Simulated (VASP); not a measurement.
Wanted: the native input for a VASP 6.6.1 run.

| Property | Result |
| --- | --- |
| Task | single point |
| Functional | LDA |
| Potentials or basis | VASP PAW LDA potentials, release 64 (K_sv, Mg, F) |
| Cutoff | 520 eV |
| k mesh | 6 × 6 × 6 |
| Occupations | gaussian, width 0.05 eV |
| Spin | no spin polarisation |
| Dipole correction | no |
| Further INCAR settings | ALGO = Normal; EDIFF = 1e-06; NBANDS = 24 |

The structure of KMgF3 lies in POSCAR:

```
KMgF3
1.0
    3.9859000000      0.0000000000      0.0000000000
    0.0000000000      3.9859000000      0.0000000000
    0.0000000000      0.0000000000      3.9859000000
K Mg F
1 1 3
Direct
    0.5000000000      0.5000000000      0.5000000000
    0.0000000000      0.0000000000      0.0000000000
    0.5000000000     -0.0221752547     -0.0221752547
    0.0000000000      0.4778247453     -0.0221752547
    0.0000000000     -0.0221752547      0.4778247453
```

The cell isn't the ideal one: all F atoms moved +0.125 Å, as atom 3 towards its neighbour atom 1 (K) at 2.818 Å.

The input as run:

INCAR

```
ALGO = Normal ; EDIFF = 1E-6
ENCUT = 520 ; GGA = CA
ISIF = 2 ; ISMEAR = 0
LASPH = T ; LCHARG = T
LELF = T ; LREAL = F
LVHAR = T ; LWAVE = F
NBANDS = 24 ; NELM = 100
PREC = Accurate ; SIGMA = 0.05
```

KPOINTS

```
k-points
0
Gamma
  6 6 6
```

Potentials or basis: VASP PAW LDA potentials, release 64 (K_sv, Mg, F).

Launch:

```bash
$ cat potpaw_LDA.64/K_sv/POTCAR potpaw_LDA.64/Mg/POTCAR potpaw_LDA.64/F/POTCAR > POTCAR
$ mpirun -np 1 vasp_std > vasp.out
```

Results of the run:

```
Pressure               : -4.5 GPa
Largest force          : 0.976 eV/Å
Band gap on the k mesh : 6.95 eV, indirect (least direct gap 7.28 eV)
```

It took 27 s on 1 thread of Intel(R) Xeon(R) 6975P-C (Granite Rapids), with other jobs on the host, peak memory 0.19 GiB.
